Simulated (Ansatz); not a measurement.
Ga2O3 (C2/m) from a database structure, relaxed with r2SCAN in the plane-wave code Ansatz. The symmetry is C2/m (No. 12, monoclinic); a = 12.255 Å, b = 3.039 Å, c = 5.808 Å, β = 103.8° in the conventional setting, 10.50 Å³ an atom. Ga is surrounded by 6 O at 1.94–2.08 Å; Ga is surrounded by 4 O at 1.83–1.87 Å; O is surrounded by 3 Ga at 1.84–1.94 Å; O is surrounded by 4 Ga at 1.87–2.08 Å; O is surrounded by 3 Ga at 1.83–1.94 Å.

The axes x, y and z are those of this cell:
```
Ga O
1.0
     6.12741   -1.51956   -0.00261
     6.12741    1.51956   -0.00261
    -1.38364    0.00000    5.64108
Ga O
4 6
Direct
  0.34126 0.34126 0.68555
  0.65874 0.65874 0.31445
  0.90949 0.90949 0.20523
  0.09051 0.09051 0.79477
  0.50370 0.50370 0.74375
  0.49630 0.49630 0.25625
  0.82666 0.82666 0.43647
  0.17334 0.17334 0.56353
  0.16421 0.16421 0.10913
  0.83579 0.83579 0.89087
```

Unstrained: PBE gives an indirect gap of 2.367 eV, from k = (0.448, -0.458, -1/2) to Γ; the least direct gap is 2.394 eV at Γ. The r2SCAN gap is indirect, 3.023 eV (k = (0.448, -0.458, -1/2) to Γ), below the direct gap of 3.053 eV at Γ. HSE06 gives an indirect gap of 4.180 eV, from k = (0.448, -0.458, -1/2) to Γ; the least direct gap is 4.197 eV at Γ. Least and direct gap differ so little that the kind isn't settled. Meshes: PBE 8×8×4, r2SCAN 8×8×4, HSE06 6×6×4. Strains are changes of length per length. After each strain the atoms were relaxed again with r2SCAN within the symmetry that the strain leaves, so tilts or polar shifts that break it weren't tested; points keep the names that they have in the unstrained zone. The values are computed, spin-unpolarised, and not measurements.

(1) Estimate what epitaxial +3.0 % in the xy plane, free normal strain -1.66 % does to the gap.

(2) Apply epitaxial -2.0 % in the xy plane, free normal strain +1.36 %. How far does the gap move, against the unstrained cell?

(3) Estimate what epitaxial -1.0 % in the xy plane, free normal strain +0.65 % does to the gap.

(4) Apply epitaxial +1.0 % in the xy plane, free normal strain -0.60 %. How far does the gap move, against the unstrained cell?

(5) For epitaxial +2.0 % in the xy plane, how far does the free direction move, and what happens to the gap?

(6) Apply epitaxial -3.0 % in the xy plane, free normal strain +2.15 %. How far does the gap move, against the unstrained cell?

(7) Order the strained cells by their HSE06 gap, smallest first.
A. epitaxial -3.0 % in the xy plane
B. epitaxial +1.0 % in the xy plane
C. epitaxial +2.0 % in the xy plane
D. epitaxial +3.0 % in the xy plane
E. epitaxial -1.0 % in the xy plane
F. epitaxial -2.0 % in the xy plane

Answers

(1) PBE: the gap goes from 2.367 to 1.905 eV (-0.462 eV); the edges go from (0.448, -0.458, -1/2) → Γ to Γ–C (0.22) → Γ. r2SCAN: the gap goes from 3.023 to 2.542 eV (-0.481 eV); it turns from indirect ((0.448, -0.458, -1/2) → Γ) to direct (Γ); least and direct gap lie within 0.04 eV, so its kind isn't settled. HSE06: the gap goes from 4.180 to 3.677 eV (-0.503 eV); it turns from indirect ((0.448, -0.458, -1/2) → Γ) to direct (Γ); least and direct gap lie within 0.04 eV, so its kind isn't settled. The r2SCAN energy rises by 20.9 meV an atom.

(2) PBE: the gap goes from 2.367 to 2.543 eV (+0.176 eV); the edges go from (0.448, -0.458, -1/2) → Γ to (0.438, -0.443, -1/2) → Γ. r2SCAN: the gap goes from 3.023 to 3.207 eV (+0.184 eV); the edges go from (0.448, -0.458, -1/2) → Γ to (0.438, -0.443, -1/2) → Γ. HSE06: the gap goes from 4.180 to 4.357 eV (+0.177 eV); the edges go from (0.448, -0.458, -1/2) → Γ to (0.438, -0.443, -1/2) → Γ. The r2SCAN energy rises by 9.3 meV an atom.

(3) PBE: the gap goes from 2.367 to 2.461 eV (+0.094 eV); the edges go from (0.448, -0.458, -1/2) → Γ to (0.443, -0.448, -1/2) → Γ. r2SCAN: the gap goes from 3.023 to 3.122 eV (+0.099 eV); the edges go from (0.448, -0.458, -1/2) → Γ to (0.443, -0.448, -1/2) → Γ. HSE06: the gap goes from 4.180 to 4.277 eV (+0.097 eV); the edges go from (0.448, -0.458, -1/2) → Γ to (0.443, -0.448, -1/2) → Γ. The r2SCAN energy rises by 2.3 meV an atom.

(4) PBE: the gap goes from 2.367 to 2.245 eV (-0.122 eV); the edges go from (0.448, -0.458, -1/2) → Γ to Γ–C (0.22) → Γ. r2SCAN: the gap goes from 3.023 to 2.898 eV (-0.125 eV); it turns from indirect ((0.448, -0.458, -1/2) → Γ) to direct (Γ); least and direct gap lie within 0.04 eV, so its kind isn't settled. HSE06: the gap goes from 4.180 to 4.040 eV (-0.140 eV); it turns from indirect ((0.448, -0.458, -1/2) → Γ) to direct (Γ); least and direct gap lie within 0.04 eV, so its kind isn't settled. The r2SCAN energy rises by 2.3 meV an atom.

(5) The normal strain at zero normal stress is -1.15 %, 0.57 of the in-plane strain with the sign turned. PBE: the gap goes from 2.367 to 2.080 eV (-0.287 eV); the edges go from (0.448, -0.458, -1/2) → Γ to Γ–C (0.20) → Γ. r2SCAN: the gap goes from 3.023 to 2.725 eV (-0.298 eV); it turns from indirect ((0.448, -0.458, -1/2) → Γ) to direct (Γ); least and direct gap lie within 0.04 eV, so its kind isn't settled. HSE06: the gap goes from 4.180 to 3.864 eV (-0.316 eV); it turns from indirect ((0.448, -0.458, -1/2) → Γ) to direct (Γ); least and direct gap lie within 0.04 eV, so its kind isn't settled.

(6) PBE: the gap goes from 2.367 to 2.609 eV (+0.242 eV); the edges go from (0.448, -0.458, -1/2) → Γ to (0.438, -0.438, -1/2) → Γ. r2SCAN: the gap goes from 3.023 to 3.276 eV (+0.253 eV); the edges go from (0.448, -0.458, -1/2) → Γ to (0.438, -0.438, -1/2) → Γ. HSE06: the gap goes from 4.180 to 4.419 eV (+0.239 eV); the edges go from (0.448, -0.458, -1/2) → Γ to (0.438, -0.438, -1/2) → Γ. The r2SCAN energy rises by 20.5 meV an atom.

(7) D (3.68 eV), C (3.86 eV), B (4.04 eV), E (4.28 eV), F (4.36 eV), A (4.42 eV).

Where an edge lies off the special points, it is a point of the mesh or the k point where a search put PBE's edge or least direct gap, reused for the other functionals, whose own edges may lie a little apart.

Coordinates of k points refer to the reciprocal vectors of the primitive cell of the runs.

The meshes of the hybrids are coarse, so their gaps aren't converged to the digits shown.
